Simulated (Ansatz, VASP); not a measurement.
# Two plane-wave programs on Mn

```
Mn
1.0
     2.62190    0.00000    0.00000
    -1.31095    2.27063    0.00000
     0.00000    0.00000    3.61277
Mn
2
Direct
  0.66667 0.33333 0.75000
  0.33333 0.66667 0.25000
```

Alike in both runs: task single point; functional PBE; k mesh 24 × 24 × 14; occupations gaussian, width 0.15 eV; no spin polarisation.

```csv
,VASP,Ansatz
version,VASP 6.6.1,Ansatz 0.2.0
potentials or method,"VASP PAW PBE potentials, release 64 (Mn_pv)","scalar-relativistic, plane waves, PAW"
plane-wave cutoff (eV),520,420
valence electrons in the cell,26,30
```

```tsv
	VASP	Ansatz	Ansatz less VASP
gap on the k mesh at the Fermi level (eV)	none	none	-
pressure (GPa)	4.0	4.0	+0.04
largest component of the traceless stress (GPa)	23.70	24.08	+0.385
```

A gap of «none» marks a metal or a gap that the smearing closes. The two sets of potentials don't hold the same shells in valence.

Caveats: the run has no spin polarisation, though such a crystal can be magnetic. Spin polarisation is off, so any magnetic state and its effect on volume and gap are missing.
